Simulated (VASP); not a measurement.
A run of VASP 6.6.1 is set up as follows.

Contents of INCAR:

```
SYSTEM = C
PREC = Accurate ; ENCUT = 520
EDIFF = 1E-7 ; ISMEAR = 0
SIGMA = 0.011 ; LREAL = .False.
LASPH = .True. ; NELM = 60
ALGO = Fast ; ISIF = 2
LWAVE = .False. ; LCHARG = .True.
GGA = PE ; LELF = .True.
LVHAR = .True.
```

KPOINTS

```
regular mesh
0
Gamma
  13 13 13
  0 0 0
```

File POSCAR:

```
C
1.0
    0.0000000000      1.7833700000      1.7833700000
    1.7833700000      0.0000000000      1.7833700000
    1.7833700000      1.7833700000      0.0000000000
C
2
Direct
    0.7500000000      0.7500000000      0.7500000000
    0.5000000000      0.5000000000      0.5000000000
```

Potentials or basis: VASP PAW PBE potentials, release 64 (C).

Command:

```sh
$ cat potpaw_PBE.64/C/POTCAR > POTCAR
$ mpirun -np 1 vasp_std > vasp.out
```

Task: Estimate the band gap on the k mesh.

Result: 4.14 eV, indirect (least direct gap 5.59 eV).

Task: Estimate the pressure.

Result: 2.5 GPa.

Caveat: an odd mesh through Γ misses points on the zone boundary, where band edges often lie. Expect the measured gap to be larger: semilocal functionals such as PBE lack the derivative discontinuity.
